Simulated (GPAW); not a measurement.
CuO:

```
CELL_PARAMETERS angstrom
4.16094 0.00000 0.00000
0.00000 4.16094 0.00000
0.00000 0.00000 3.88764
ATOMIC_POSITIONS crystal
Cu 0.50000 0.00000 0.50000
Cu 0.00000 0.50000 0.50000
Cu 0.00000 0.00000 0.00000
O 0.00000 0.00000 0.50000
O 0.50000 0.00000 0.00000
O 0.00000 0.50000 0.00000
```

Measurements of this composition are mostly on another form, of space group No. 15.

* Program: GPAW 26.7.0
* Task: relaxation of cell and atoms
* Functional: PBEsol
* Dispersion: D3(BJ)
* Potentials or basis: PAW data sets generated in the run's folder for this functional
* Cutoff: 800 eV
* Basis: pw
* k mesh: 4 × 4 × 4
* Occupations: fermi-dirac, width 0.05 eV
* Spin: no spin polarisation

At the start: pressure -6.2 GPa; volume 11.22 Å³/atom.

Task: How do energy, volume and symmetry change on relaxing?

Result: Over 25 steps the energy falls by 9.3 meV/atom and the volume is 10.68 Å³/atom (-4.8 %); space group P4/mmm (No. 123, to 0.05 Å).

Step by step:
```
step  energy change (eV)  largest force (eV/Å)  pressure (GPa)  volume (Å³)
   1              0.0000                0.0000           -6.23        67.31
   2             -0.0053                0.0000           -5.90        67.16
   3             -0.0139                0.0000           -5.27        66.88
   4             -0.0246                0.0000           -4.34        66.47
   5             -0.0347                0.0000           -3.16        65.97
   6             -0.0412                0.0000           -1.78        65.40
   7             -0.0434                0.0000           -0.32        64.81
   8             -0.0422                0.0000            1.02        64.26
   9             -0.0425                0.0000            1.00        64.27
  10             -0.0429                0.0000            0.95        64.28
  11             -0.0435                0.0000            0.88        64.29
  12             -0.0443                0.0000            0.78        64.31
  13             -0.0451                0.0000            0.66        64.34
  14             -0.0460                0.0000            0.53        64.37
  15             -0.0469                0.0000            0.38        64.40
  16             -0.0480                0.0000            0.20        64.43
  17             -0.0491                0.0000            0.00        64.47
  18             -0.0504                0.0000           -0.22        64.50
  19             -0.0515                0.0000           -0.44        64.53
  20             -0.0526                0.0000           -0.65        64.55
  21             -0.0537                0.0000           -0.82        64.55
  22             -0.0545                0.0000           -0.91        64.50
  23             -0.0552                0.0000           -0.89        64.42
  24             -0.0557                0.0000           -0.73        64.27
  25             -0.0559                0.0000           -0.41        64.08
```

Final structure:
```yaml
crystal:
  lattice:
    - [4.05704, 0.00000, 0.00000]
    - [0.00000, 4.05704, 0.00000]
    - [0.00000, 0.00000, 3.89301]
  atoms:
    - { symbol: Cu, position: [0.50000, 0.00000, 0.50000] }
    - { symbol: Cu, position: [0.00000, 0.50000, 0.50000] }
    - { symbol: Cu, position: [0.00000, 0.00000, 0.00000] }
    - { symbol: O, position: [0.00000, 0.00000, 0.50000] }
    - { symbol: O, position: [0.50000, 0.00000, 0.00000] }
    - { symbol: O, position: [0.00000, 0.50000, 0.00000] }
```

Caveat: the k mesh is coarse (spacing up to 0.40 Å⁻¹), so the values aren't converged; with this Cu data set, volumes or pressures lay over 1.5 % or 2 GPa off other programs in two to four cells of ten; later steps reuse the first step's grids; an odd number of electrons without spin polarisation forces a metal; a magnetic or distorted state may lie lower; the run has no spin polarisation, though such a crystal can be magnetic; pairwise dispersion overbinds metals, which lowers pressure and volume.
